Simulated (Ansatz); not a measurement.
Hg: strain energy, fitted

Hg, R-3m, a = 4.088 Å, c = 6.029 Å. Ansatz: PBE, PAW, 420 eV, Γ-centred 10×10×14 mesh on 2 atoms, Gaussian smearing 0.10 eV; no spin polarisation. Series: equal strain along all axes, cell held, atoms fixed by symmetry; x is the strain in per cent. y is the free energy over the unstrained cell, V0 = 29.086 Å³/atom.

```tsv
x (%)	y (meV/atom)
-3.0	?
-2.0	7.73
-1.0	2.20
0.0	0.00
1.0	0.53
2.0	2.91
3.0	6.28
```

Fit y = c2 x² + c3 x³ to the other rows, turn c2 into a modulus, and predict the missing energy.

Least squares on the rows shown. y = 1.4100 x² − 0.24831 x³. In eV per unit strain² c2 is 14.10; the stiffness is B for this strain (E = 9/2 B V0 ε², shape held): 2 × 14.10 × 160.2 / (9 × 29.086) = 17.3 GPa. The unstrained cell keeps some stress along the strain, worth a slope of -0.72 meV/atom per %, which the form leaves out. With a term in x⁴ added, the coefficient of x² becomes 1.138, 19 % less, which shows how far this figure hangs on the form. At x = -3.0 the fit asked for gives 19.39 meV/atom. The run gave 17.24 meV/atom, so the fit is 2.15 meV/atom too high, 12 % of the span of the series, against an rms of 0.52 meV/atom on the fitted rows. The row lies outside the fitted range. With a term in x⁴ added, a fit to the same known rows predicts 22.71 meV/atom, further off still.

Spin–orbit coupling is left out, which can shift energies with elements as heavy as these.